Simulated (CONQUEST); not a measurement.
# SnO under changes of volume

One of the cells (17.769 Å³/atom); the others are scaled copies at fixed shape and fractional positions:

```
CELL_PARAMETERS angstrom
3.81370 0.00000 0.00000
0.00000 3.81370 0.00000
0.00000 0.00000 4.88691
ATOMIC_POSITIONS crystal
Sn 0.00000 0.50000 0.23537
Sn 0.50000 0.00000 0.76463
O 0.00000 0.00000 0.00000
O 0.50000 0.50000 0.00000
```

The cell is a database's computed one.

```yaml
Program: CONQUEST 1.3
Functional: PBEsol
Potentials_or_basis: PseudoDojo NC PBEsol, DZP, grid of 40 × 40 × 60 points
k_mesh: 7 × 7 × 6
Occupations: fermi-dirac, width 0.05 eV
Spin: no spin polarisation
```

```csv
volume (Å³/atom),energy over the lowest point (meV/atom),pressure (GPa),gap on the mesh (eV),largest force (eV/Å)
16.703,?,?,?,?
17.058,24.92,7.0,0.22,1.173
17.414,11.47,5.0,0.30,0.842
17.769,2.95,2.5,0.37,0.520
18.125,0.00,0.4,0.43,0.235
18.480,0.91,-1.2,0.49,0.031
18.835,4.72,-2.4,0.55,0.271
```

Question: What does the run at 16.703 Å³/atom give?

Answer: Energy over the lowest point 43.48 meV/atom; pressure 9.7 GPa; gap on the mesh 0.15 eV; largest force 1.556 eV/Å.

Worked out: A Birch-Murnaghan fit of order 3 (a polynomial in V^(-2/3)) to the other rows has its minimum at 18.23 Å³/atom with B0 = V·E''(V) = 87 GPa (rough, since the energies scatter) at fixed shape and positions, which overstates the stiffness. It gives 45.58 meV/atom at 16.703 Å³/atom, against the run's 43.48, and -dE/dV = 11.0 GPa, against 9.7. A straight line through the other rows of the gap, of slope 3.29 eV per unit of ln V, extrapolates to 0.16 eV, against the run's 0.15.

Energies are extrapolated to zero smearing.

Caveats: spin-orbit coupling is left out, which moves the levels of the heavy elements; an odd mesh through Γ misses points on the zone boundary, where band edges often lie; the basis of atomic orbitals isn't converged, which shifts pressures, moduli and gaps; forces of over 1 eV/Å show positions far from the minimum, so gaps and moduli don't describe the material at rest (some runs).
